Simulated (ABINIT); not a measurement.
Crystal: CuAu.

```
Au Cu
1.0
     1.44306    0.83315    4.25617
    -1.44306    0.83315    4.25617
     0.00000   -1.66630    4.25617
Au Cu
1 1
Cartesian
  0.0000 0.0000 0.0000
  0.0000 0.0000 6.3843
```

The cell comes from a database or a generator and needn't be the stable form of this composition.

```yaml
Program: ABINIT 10.8.3 (patched build)
Task: relaxation of cell and atoms
Functional: LDA
Potentials_or_basis: JTH PAW LDA v2.0
Cutoff: 707 eV
k_mesh: 9 × 9 × 9
Occupations: fermi-dirac, width 0.05 eV
Spin: no spin polarisation
```

At the start: pressure -12.8 GPa; volume 15.35 Å³/atom.

Q: How do energy, volume and symmetry change on relaxing?

A: Over 7 steps the energy falls by 60.6 meV/atom and the volume is 14.07 Å³/atom (-8.3 %); space group R-3m (No. 166, to 0.05 Å).

Step by step:
| step | energy change (eV) | largest force (eV/Å) | pressure (GPa) | volume (Å³) |
| --- | --- | --- | --- | --- |
| 1 | 0.0000 | 0.0000 | -12.81 | 30.70 |
| 2 | -0.0783 | 0.0000 | -7.83 | 29.52 |
| 3 | -0.1169 | 0.0000 | 2.16 | 27.82 |
| 4 | -0.1196 | 0.0000 | 0.15 | 28.11 |
| 5 | -0.1206 | 0.0000 | -0.16 | 28.16 |
| 6 | -0.1213 | 0.0000 | 0.00 | 28.14 |
| 7 | -0.1213 | 0.0000 | 0.00 | 28.14 |

Final structure:
```
CELL_PARAMETERS angstrom
1.38641 0.80044 4.22694
-1.38641 0.80044 4.22694
0.00000 -1.60089 4.22694
ATOMIC_POSITIONS crystal
Au 0.00000 0.00000 0.00000
Cu 0.50000 0.50000 0.50000
```
